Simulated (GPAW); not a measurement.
A run of GPAW 26.7.0 is set up as follows.

File run.py:

```python
import json
import numpy as np
from ase import Atoms
from ase.dft.bandgap import bandgap
from ase.io import write
from gpaw import GPAW, PW
from gpaw.response.g0w0 import G0W0

atoms = Atoms(['Te', 'Sn'],
              cell=[[0.0, 3.15085, 3.15085],
                    [3.15085, 0.0, 3.15085],
                    [3.15085, 3.15085, 0.0]],
              scaled_positions=[[0.5, 0.5, 0.5],
                                [0.0, 0.0, 0.0]],
              pbc=True)

calc = GPAW(mode=PW(500),
            xc='PBE',
            kpts={'size': (4, 4, 4), 'gamma': True},
            occupations={'name': 'fermi-dirac', 'width': 0.001},
            setups={'Te': '16'},
            nbands=-9,
            convergence={'density': 1e-06},
            maxiter=150,
            txt='gpaw.txt')
atoms.calc = calc
energy = atoms.get_potential_energy()
calc.write('gs.gpw')
write('result.traj', atoms)
print(f'Energy: {energy:.6f} eV')
print('Fermi level:', round(calc.get_fermi_level(), 4), 'eV')
print(f'Gap: {bandgap(calc)[0]:.4f} eV, direct: {bandgap(calc, direct=True)[0]:.4f} eV')

calc.diagonalize_full_hamiltonian(nbands=264)
calc.write('full.gpw', mode='all')

ibz = calc.get_ibz_k_points()
gap, vbm, cbm = bandgap(calc, output=None)
gap, direct, _ = bandgap(calc, direct=True, output=None)
gamma = int(np.abs(ibz).sum(1).argmin())
kpts = sorted({gamma, vbm[1], cbm[1], direct[1]})
gw = G0W0(calc='full.gpw',
          filename='gw',
          ecut=150,
          ecut_extrapolation=True,
          relbands=(-4, 4),
          kpts=kpts,
          integrate_gamma='WS',
          ppa=True)
gw.calculate()
results = {mode: {key: np.asarray(r[key]).tolist() for key in ['f', 'eps', 'vxc', 'exx', 'sigma', 'Z', 'qp', 'sigma_eskn']}
           for mode, r in gw.all_results.items()}
json.dump({'kpts': ibz[kpts].tolist(), 'results': results}, open('gw.json', 'w'))
for mode, r in results.items():
    f, qp = np.array(r['f']), np.array(r['qp'])
    print(mode, 'quasiparticle energies (eV):')
    print(qp.round(3))
    print(mode, 'gap:', round(qp[f < 0.5].min() - qp[f > 0.5].max(), 4), 'eV')
```

Potentials or basis: GPAW PAW data sets (gpaw-data 1.2.1), other valence, pw.

Launch:

```sh
$ OMP_NUM_THREADS=1 python run.py
```

Question: What does it give for the quasiparticle gap?

Answer: 0.15 eV.

Question: Estimate the least direct quasiparticle gap.

Answer: 0.15 eV.

Question: Estimate the band gap on the k mesh, mean-field level.

Answer: 0.16 eV, direct.

Caveat: the k mesh is coarse (spacing up to 0.43 Å⁻¹), so the values aren't converged; the quasiparticle gap is taken among the few k points that were corrected; the long-wavelength limit can be off by a per cent or two; spin-orbit coupling is left out, which moves the levels of the heavy elements. A k mesh can miss the band edges.
